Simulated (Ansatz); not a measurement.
## A series in volume per atom on In

Periodic Kohn-Sham DFT of a crystal at fixed atoms; pressure and stress are positive in compression; the energy is the free energy less that of spherical unpolarised free atoms; site moments are those in the method's own spheres, positive along +z. The results are calculated, by Ansatz 0.2.0.

Cell of the first row (space group I4/mmm, No. 139):
```
CELL_PARAMETERS angstrom
-1.59300 1.59300 2.42340
1.59300 -1.59300 2.42340
1.59300 1.59300 -2.42340
ATOMIC_POSITIONS crystal
In 0.00000 0.00000 0.00000
```

Settings of every row: method all-electron LAPW; functional LDA; relativity scalar; k mesh 14x14x14; filling fermi-dirac; smearing width 0.05 eV; basis error target 0.5 meV/atom; nucleus gaussian.

Atom start moment: 0 on all atoms.

| row | volume per atom (Å³) | energy less free atoms (eV/atom) | pressure (GPa) |
| --- | --- | --- | --- |
| 1 | 24.598 | -3.2144 | -0.013 |
| 2 | 25.121 | -3.2126 | -1.018 |
| 3 | 25.645 | ? | ? |
| 4 | 25.906 | -3.2044 | -2.298 |
| 5 | 26.168 | -3.2003 | -2.672 |
| 6 | 26.43 | -3.1957 | -3.021 |
| 7 | 26.691 | -3.1905 | -3.348 |
| 8 | 27.215 | -3.1785 | -3.939 |
| 9 | 27.738 | -3.1648 | -4.455 |

Question: what energy less free atoms and pressure should row 3 give?

Worked fit of energy less free atoms. Take u = (V_r/V)^(2/3) − 1 with V_r = 26.299 Å³ an atom, which is twice the finite (Eulerian) strain; such expansions in the strain, on which the Birch-Murnaghan equation of state is built, carry the rest volume and the bulk modulus. The shown rows have u = 0.04559, 0.03102, 0.01009, 0.00333, -0.00331, -0.00982, -0.02257, -0.03489. Least squares give energy less free atoms = −3.19808 − 0.6968 × u + 7.415 × u² eV/atom; a straight line predicts inner rows, each left out in turn, worse (root mean square 0.0039 against 5.6e-05 eV/atom). The rows lie off it by 0.0000, 0.0000, 0.0000, 0.0000, 0.0000, 0.0000, 0.0001, -0.0001. The withheld row has u = 0.01693, so the fit gives −3.19808 − 0.6968 × (0.01693) + 7.415 × (0.01693)² = -3.2078 eV/atom.

The calculation gave -3.2078 eV/atom. The fit meets it to the printed digit.

Worked fit of pressure. Take u = (V_r/V)^(2/3) − 1 with V_r = 26.299 Å³ an atom, which is twice the finite (Eulerian) strain; such expansions in the strain, on which the Birch-Murnaghan equation of state is built, carry the rest volume and the bulk modulus. The shown rows have u = 0.04559, 0.03102, 0.01009, 0.00333, -0.00331, -0.00982, -0.02257, -0.03489. Least squares give pressure = −2.8495 + 52.636 × u + 198.59 × u² + 254 × u³ GPa; a parabola predicts inner rows, each left out in turn, worse (root mean square 0.0039 against 0.00048 GPa). The rows lie off it by 0.000, 0.000, 0.000, 0.000, 0.001, -0.001, 0.000, 0.000. The withheld row has u = 0.01693, so the fit gives −2.8495 + 52.636 × (0.01693) + 198.59 × (0.01693)² + 254 × (0.01693)³ = -1.900 GPa.

The calculation gave -1.899 GPa. The fit lies 0.001 GPa (0.023 % of the column's range) below it, one unit of the last digit.
